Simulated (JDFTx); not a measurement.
The system is Mo.

```
CELL_PARAMETERS angstrom
-1.58381 1.58381 1.58381
1.58381 -1.58381 1.58381
1.58381 1.58381 -1.58381
ATOMIC_POSITIONS crystal
Mo 0.00000 0.00000 0.00000
```

| Quantity | Value |
| --- | --- |
| Program | JDFTx 1.7.0 (patched build) |
| Task | relaxation of cell and atoms |
| Functional | LDA |
| Potentials or basis | SG15-PBE-1.2 with smoothed tails |
| Cutoff | 1088 eV |
| Density cutoff | 4354 eV |
| k mesh | 6 × 6 × 6 |
| Occupations | fermi-dirac, width 0.05 eV |
| Spin | no spin polarisation |

At the start: pressure -13.5 GPa; volume 15.89 Å³/atom.

Question: Where does the relaxation end?

Answer: Over 5 steps the energy falls by 33.9 meV/atom and the volume is 15.12 Å³/atom (-4.9 %); space group Im-3m (No. 229, to 0.05 Å).

The path:
| step | energy change (eV) | largest force (eV/Å) | pressure (GPa) | volume (Å³) |
| --- | --- | --- | --- | --- |
| 1 | 0.0000 | 0.0000 | -13.46 | 15.89 |
| 2 | -0.0082 | 0.0000 | -11.85 | 15.79 |
| 3 | -0.0339 | 0.0000 | 0.17 | 15.11 |
| 4 | -0.0339 | 0.0000 | 0.01 | 15.12 |
| 5 | -0.0339 | 0.0000 | -0.01 | 15.12 |

Final structure:
```
Mo
1.0
    -1.55770    1.55770    1.55770
     1.55770   -1.55770    1.55770
     1.55770    1.55770   -1.55770
Mo
1
Direct
  0.00000 0.00000 0.00000
```

Caveat: the k mesh is coarse (spacing up to 0.47 Å⁻¹), so the values aren't converged; the potentials were made for another functional, which shifts forces and pressure.
